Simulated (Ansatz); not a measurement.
# Computed properties of BaZrO3 (cubic perovskite)

What experiment reports for this phase, and the runs try to reproduce:
- lattice constant a: 4.192 ± 0.001 Å (cubic cell parameter; 300 K; X-ray diffraction; powder; “EXAFS study of lead-free relaxor ferroelectric BaTi(1-x)Zr(x)O3 at the Zr K-edge”, 2006, arxiv:cond-mat/0602127)

The calculated numbers come from the PAW code Ansatz. Calculated for a static, non-magnetic cell.

Structure: BaZrO3 in the cubic perovskite structure, at its r2SCAN minimum. It is cubic, Pm-3m (No. 221); a = 4.205 Å in the conventional setting, 14.87 Å³ an atom. Ba has 12 O at 2.97 Å; Zr has 6 O at 2.10 Å; O has 2 Zr at 2.10 Å and 4 Ba at 2.97 Å.

Band edges at fixed r2SCAN geometry:

| level | k mesh | gap (eV) | kind | edges | least direct gap (eV) |
| --- | --- | --- | --- | --- | --- |
| PBE | 6×6×6 | 3.22 | indirect | R → Γ | 3.42 |
| PBE+SOC | 6×6×6 | 3.19 | indirect | R → Γ | 3.36 |
| r2SCAN | 6×6×6 | 3.73 | indirect | R → Γ | 3.96 |
| HSE06 | 4×4×4 | 4.69 | indirect | R → Γ | 4.96 |
| PBE0 | 4×4×4 | 5.44 | indirect | R → Γ | 5.71 |

PBE: smearing of 0.02 eV; the others have fixed occupations.
Wave cutoffs: 420 eV, 500 eV (r2SCAN).

HSE06 gives an indirect gap of 4.69 eV, from R to Γ; the least direct gap is 4.96 eV at Γ. Spin-orbit coupling changes the PBE gap by -0.03 eV, to 3.19 eV; at Γ the threefold valence level splits into a fourfold and a twofold level 0.12 eV apart, the fourfold one on top.

r2SCAN covers 35 % of the step from PBE to HSE06. Spin-orbit coupling moves the least or the direct gap by up to 0.07 eV, so it is at the margin where a tenth of an eV counts. All these functionals give a gap of the same kind, indirect.

r2SCAN (ground state on 6×6×6): The electronic dielectric tensor ε∞ is 4.48 in all directions. Born charges, averaged over directions: Ba +2.71, Zr +6.01, O -2.91 e.

Calculation and measurement side by side:
- Lattice constant a, measured 4.192 Å: PBE 4.227 (+0.8 %), r2SCAN 4.205 (+0.3 %).
The calculated lattice is static; the measured one holds thermal expansion and zero-point motion. Reports marked as nanostructured, strained, doped, implanted or mixed samples, and transport gaps, were set aside.

Only the levels marked +SOC include spin-orbit coupling.

The meshes of the hybrids are coarse, so their gaps aren't converged to the digits shown.
